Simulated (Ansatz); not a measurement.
# CdTe (F-43m) in Ansatz: further runs

Aim: see how the results for CdTe move with the level of theory and the settings. Levels: PBEsol, HSE06, PBE0. Tasks: single point.

Program: Ansatz 0.2.0. These are calculated values, not measurements. Logs are shortened: lines on timing, memory, paths and dates and some standing lists are left out, and cuts for length are marked.

**Measured values to compare with.**

A printed reference work, data compilation reports, for a bulk crystal of CdTe at 0 K: band gap 1.607 eV.

The runs below are set against these values where they give the same quantity.

## Step 1: Starting point

It takes space group F-43m (No. 216, cubic). Conventional cell: a = 6.410 Å, b = 6.410 Å, c = 6.410 Å, α = 90.00°, β = 90.00°, γ = 90.00°. Te (site symmetry -43m) has 4 Cd at 2.78 Å as nearest neighbours. Around Cd (site symmetry -43m) lie 4 Te at 2.78 Å.

## Step 2: Single point, PBEsol

input.yaml reads:

```yaml
crystal:
  lattice:
    - [0.0, 3.205, 3.205]
    - [3.205, 0.0, 3.205]
    - [3.205, 3.205, 0.0]
  atoms:
    - { symbol: Te, position: [0.75, 0.75, 0.75] }
    - { symbol: Cd, position: [0.0, 0.0, 0.0] }
kpoints:
  mp_grid: { grid: [6, 6, 6] }
scf:
  occupations: { method: fermi_dirac, width: 0.05 }
hamiltonian:
  xc: pbesol
  pseudopotentials: { kind: all_electron, datasets: crystal }
output:
  forces: true
  stress: true
  eigenvalues: true
  elf: true
  volumetric_format: npy
```

Potentials or basis: all-electron PAW datasets made for the crystal.

Run with:

```sh
> ansatz run input.yaml --threads 2 --pin off --max-ram 8192MiB --backend cpu --events-out ev --progress --plain --runs-dir out
```

Output:

```text
Warning: RAYON_NUM_THREADS=2 ignored (pool sized by the plan → 2); use --threads N
hamiltonian.pseudopotentials.datasets: crystal makes datasets for this crystal and solves the spheres of its atoms anew in each pass: cutoff 240.0 eV, the density's 960.0 eV; for an error of 0.50 meV an atom under PBE, 1.0 meV for the cell; an energy difference from a run of another recipe may be off by several times the error for the cell, under r2SCAN by more, where some 0.1 meV an atom stays at smaller errors; Cd in spheres of 1.376 Å, 12 of its electrons in bands, 8 on its site; Te in spheres of 1.376 Å, 6 of its electrons in bands, 10 on its site; only band paths and densities of states list, in semicore columns, the levels of the semicore shells that are solved separately: 4s of Cd, 4p of Cd, 4d of Te
Engine: ansatz 0.2.0, x86_64-unknown-linux-gnu
Pseudopotentials: kind: all_electron
Pseudopotential: Te, paw, valence charge 16, recommended cutoff 240 eV (normal), crystal/all_electron/pbesol/scalar/gaussian/Te, Koelling and Harmon's equation, gaussian nucleus
Pseudopotential: Cd, paw, valence charge 20, recommended cutoff 240 eV (normal), crystal/all_electron/pbesol/scalar/gaussian/Cd, Koelling and Harmon's equation, gaussian nucleus
Functional definition: PBEsol
  exchange = pbesol_x
  correlation = pbesol_c
Crystal: 2 atoms, lattice volume = 65.844 Å³
Basis set: ecut = 240 eV, 537 PW (Γ), exchange–correlation on 48×48×48 points (8 copies of the dense FFT grid, shifted against one another)
Bands: 13, of which v1, the nominal top of the filled ones, is band 9 counted from 1 (8 counted from 0)
Symmetry: 24 space group operations
Space group: F-43m (ITA 216), of the structure as read, at distance tolerance 4.0e-5 Å
k-points: 16 of 216 (time reversal used)
Non-local potential: Te, projectors of the file, l = 0: 1, l = 1: 1
Non-local potential: Cd, projectors of the file, l = 0: 1, l = 1: 1, l = 2: 2
PAW form: soft (Blöchl's): semilocal exchange-correlation on the pseudo side does not see the compensation charge
PAW one-centre angular grid: Te, 110 points (default); XC on its mesh's 1857 points in the sphere
PAW one-centre angular grid: Cd, 590 points (default); XC on its mesh's 1869 points in the sphere
Initial density: superposition of atomic densities (neutral atoms: chi_scale 0, normalization atom)
Initial wavefunctions: pseudopotential atomic-orbital guess
Functional: x = pbesol(κ = 0.804, μ = 0.12345679012345678), c = pbesol(β = 0.046)
iter 1 solved again at ethr=4.30e-3 eV; its pass at ethr=1.00e-1 eV (dr2=7.74e-1 eV) is discarded
SCF iter   1: F=—  HF=-336971.993219 eV  |F-HF|=—  |Δ(HF+E_count)|=         —  Δρ=2.41e-2  dr2=7.19e-1  ethr=4.30e-3  ⟨swp⟩=3.9  Hψ=1267  notcnv=0
preconditioner: auto → none  [insulator: Δε(μ)=1.033 eV  Ē_g=10.946 eV  σ=0.050 eV  W_gap=1.00  n_scr=14 (ndim 8)  ℏωp=19.4 eV  f_vac=0.004  D(μ)=0.00/eV (n_scr^D=0)  ε∞_Penn≈4.1]
iter 2 solved again at ethr=2.36e-4 eV; its pass at ethr=4.00e-3 eV (dr2=4.25e-2 eV) is discarded
SCF iter   2: F=—  HF=-336971.779346 eV  |F-HF|=—  |Δ(HF+E_count)|=   2.14e-1  Δρ=9.21e-3  dr2=4.32e-2  ethr=2.36e-4  ⟨swp⟩=2.1  Hψ=1075  notcnv=0
SCF iter   3: F=—  HF=-336971.763288 eV  |F-HF|=—  |Δ(HF+E_count)|=   1.61e-2  Δρ=3.95e-3  dr2=1.02e-2  ethr=2.36e-4  ⟨swp⟩=3.2  Hψ=551  notcnv=0
SCF iter   4: F=—  HF=-336971.761325 eV  |F-HF|=—  |Δ(HF+E_count)|=   1.96e-3  Δρ=8.80e-4  dr2=4.25e-4  ethr=5.69e-5  ⟨swp⟩=3.0  Hψ=467  notcnv=0
SCF iter   5: F=—  HF=-336971.762840 eV  |F-HF|=—  |Δ(HF+E_count)|=   1.51e-3  Δρ=2.69e-4  dr2=2.85e-5  ethr=2.36e-6  ⟨swp⟩=3.0  Hψ=562  notcnv=0
SCF iter   6: F=—  HF=-336971.762830 eV  |F-HF|=—  |Δ(HF+E_count)|=   1.02e-5  Δρ=1.11e-4  dr2=4.62e-6  ethr=1.58e-7  ⟨swp⟩=2.2  Hψ=356  notcnv=0
SCF iter   7: F=—  HF=-336971.762828 eV  |F-HF|=—  |Δ(HF+E_count)|=   1.60e-6  Δρ=8.12e-6  dr2=4.16e-8  ethr=2.57e-8  ⟨swp⟩=3.0  Hψ=380  notcnv=0
SCF iter   8: F=-336971.762828 eV  HF=-336971.762828 eV  |F-HF|=9.31e-10  |Δ(HF+E_count)|=   2.60e-8  Δρ=8.83e-7  dr2=3.71e-10  ethr=2.31e-10  ⟨swp⟩=3.0  Hψ=435  notcnv=0
SCF 1 converged in 8 iterations: F = -336971.762827 eV  dr2 = 3.71e-10
  Residual-converged pass: ⟨swp⟩=3.0  Hψ=434  notcnv=0  max |occ|·‖R‖ = 5.1e-6 eV (tolerance 5.3e-6 eV)  dr2=3.00e-10  dr2_onsite=2.59e-9  max |Δocc| = 2.1e-14
SCF converged after 8 iterations
Free energy (F): -336971.762827 eV
Harris-Foulkes:  -336971.762827 eV  (|F-HF|=9.31e-10)
Internal energy: -336971.762820 eV  (E = F + TS)
E sigma→0 (E₀):  -336971.762824 eV
Entropy (-TS):   -0.000007 eV (-0.004 meV/atom)
Past the cutoff: the bands carry plane waves up to 1.75 times it, of which those up to 1.5 times it add -0.000307 eV an atom, each by itself; the spheres take 0.000472 eV an atom off the energy for waves past 1.75 times it
By the cutoff:   a pressure is off by up to 0.007 GPa (1.2 times the spheres' own share and the shells' term, over an atom's volume, and 0.004 GPa: a bound that held against runs at twice the plane waves)
Past the cutoffs: a stress includes 0.0014 GPa for waves and charges beyond them, in addition to the slope of what the spheres take
In the spheres:  the bands' charges fall short by 8.6e-6 e at most (sound up to 1e-3), those of shells solved beside the bands by 3.6e-7 e (sound up to 5e-4)
Fermi energy:    9.617432 eV
--- Per-component energies (eV) ---
  E_band       = 48.886340
  E_kinetic    = 188.261837
  E_local      = -4981.819212  (includes V_loc(G=0)·N_el)
  E_nonlocal   = 312.817985
  E_hartree    = 2401.506873
  E_xc         = -142.519933
  E_vxc        = -159.014226  (∫ρ·V_xc dr)
  E_paw        = -341786.756503  (= ΣΔE_a)
  E_vpaw       = -11105.863887  (= ΣTr[D̂ρ^β])
  E_ewald      = -3954.745301
  E_smearing   = -0.000007  (= −TS)
  E_closure    = 10991.491435  (closes the sum)
  Σ components = -336971.762827   (vs F -336971.762827, Δ=0.00e0)
  The terms above E_closure are by the made datasets' own strengths, without shells solved beside the bands.
--- Forces (eV/Å), atoms counted from 1 ---
  atom   1  Te     0.00000000    -0.00000000     0.00000000
  atom   2  Cd    -0.00000000     0.00000000    -0.00000000
  max |Σ_I F_I| component: 6.94e-17 eV/Å
--- Stress (GPa, compression-positive) ---
        1.698346      -0.000000      -0.000000
        0.000000       1.698346       0.000000
        0.000000       0.000000       1.698346
  P = ⅓ Tr σ = 1.6983 GPa (16.983 kbar)
  It holds what live shells' own plane waves past their cutoff add
--- Band table (eV; the first three rows and the last of 16) ---
  k-point 0: bands = ["-2.1989", "0.8365", "0.8365", "0.8365", "1.1268", "1.1268", "9.2110", "9.2110", "9.2110", "9.9669", "13.7507"]
  k-point 1: bands = ["-2.0893", "0.8573", "0.8573", "0.9211", "1.1253", "1.1253", "7.3974", "8.9643", "8.9643", "11.0662", "13.8744"]
  k-point 2: bands = ["-1.8688", "0.8931", "0.8931", "1.1295", "1.1295", "1.2182", "5.4591", "8.5556", "8.5556", "11.0954", "14.3931"]
  k-point 15: bands = ["-1.6277", "0.9798", "0.9855", "1.0724", "1.1399", "1.7180", "4.7960", "6.8450", "6.9265", "12.8737", "12.9308"]
```

Wall time 16 s (2 threads of AMD EPYC (Zen 3), shared host); peak memory 0.5 GiB.

What came out:

```yaml
Free_energy: -336971.7628 eV
Pressure: 1.7 GPa
Band_gap_on_the_k_mesh: 0.76 eV, direct
```

Caveat: spin-orbit coupling is left out, which moves the levels of the heavy elements.

## Step 3: Single point, HSE06

Changes to input.yaml since step 2:

```diff
@@ -13,3 +13,3 @@
 hamiltonian:
-  xc: pbesol
+  xc: hse06
   pseudopotentials: { kind: all_electron, datasets: crystal }
@@ -18,4 +18 @@
   stress: true
-  eigenvalues: true
-  elf: true
-  volumetric_format: npy
```

Potentials or basis: all-electron PAW datasets made for the crystal.

Run with:

```sh
> ansatz run input.yaml --threads 2 --pin off --max-ram 8192MiB --backend cpu --events-out ev --progress --plain --runs-dir out
```

Run time: 20 min. Hardware: 2 threads of AMD EPYC (Zen 3), shared host; peak memory 1.3 GiB.

Results (log left out):

```
Free energy            : -337120.5570 eV
Pressure               : 3.3 GPa
Band gap on the k mesh : 1.75 eV, direct
```

Levels at points of the mesh, in eV from the valence-band top:
| k point | band 15 | band 16 | band 17 | band 18 | band 19 |
| --- | --- | --- | --- | --- | --- |
| (0.00, 0.00, 0.00) | -9.45 | 0.00 | 0.00 | 0.00 | 1.75 |
| (0.00, 0.00, -0.50) | -8.96 | -4.95 | -0.88 | -0.88 | 2.69 |
| (0.00, -0.50, -0.50) | -8.76 | -4.78 | -2.12 | -2.12 | 3.20 |

Caveat: spin-orbit coupling is left out, which moves the levels of the heavy elements.

## Step 4: Single point, PBE0

Changes to input.yaml since step 3:

```diff
@@ -13,3 +13,3 @@
 hamiltonian:
-  xc: hse06
+  xc: pbe0
   pseudopotentials: { kind: all_electron, datasets: crystal }
```

Run with:

```sh
> ansatz run input.yaml --threads 2 --pin off --max-ram 8192MiB --backend cpu --events-out ev --progress --plain --runs-dir out
```

Wall time 22 min (2 threads of AMD EPYC (Zen 3), shared host); peak memory 1.3 GiB.

The run converged. Its results:

```
Free energy            : -337119.0647 eV
Pressure               : 3.2 GPa
Band gap on the k mesh : 2.35 eV, direct
```

Levels at points of the mesh, in eV from the valence-band top:
```
             k point  band 15  band 16  band 17  band 18  band 19
  (0.00, 0.00, 0.00)    -9.54     0.00     0.00     0.00     2.35
 (0.00, 0.00, -0.50)    -9.06    -5.05    -0.91    -0.91     3.32
(0.00, -0.50, -0.50)    -8.85    -4.88    -2.17    -2.17     3.84
```

Caveat: spin-orbit coupling is left out, which moves the levels of the heavy elements.

## Step 5: The runs side by side

| level | cutoff (eV) | gap on the mesh (eV) | pressure (GPa) |
| --- | --- | --- | --- |
| PBEsol | 240 | 0.76 | 1.7 |
| HSE06 | 270 | 1.75 | 3.3 |
| PBE0 | 270 | 2.35 | 3.2 |

Alike in all rows: task single point; potentials or basis all-electron PAW datasets made for the crystal; no spin polarisation; cell as given; k mesh 6 × 6 × 6; smearing fermi-dirac 0.05 eV.

On the cell as given the gap runs from 0.76 eV (PBEsol) to 2.35 eV (PBE0). The pressure there spans 1.7 GPa (PBEsol) to 3.3 GPa (HSE06); a positive pressure means that this level wants a larger cell, a negative one a smaller.

Caveats: spin-orbit coupling is left out, which moves the levels of the heavy elements.

Compare energies only between runs with the same functional and basis.

## Step 6: Against experiment

Step 2. Measured gap of CdTe: 1.607 eV (0 K; a printed reference work, data compilation). This calculation gives 0.76 eV (-0.85 eV). Spin-orbit coupling on Cd, Te is left out. The value is that of PBEsol, without temperature or zero-point motion. Semilocal functionals fall short of measured gaps as a rule.

Step 3. Measured gap of CdTe: 1.607 eV (0 K; a printed reference work, data compilation). This calculation gives 1.75 eV (+0.14 eV). Spin-orbit coupling on Cd, Te is left out. The value is that of HSE06, without temperature or zero-point motion.

Step 4. Measured gap of CdTe: 1.607 eV (0 K; a printed reference work, data compilation). This calculation gives 2.35 eV (+0.74 eV). Spin-orbit coupling on Cd, Te is left out. The value is that of PBE0, without temperature or zero-point motion.
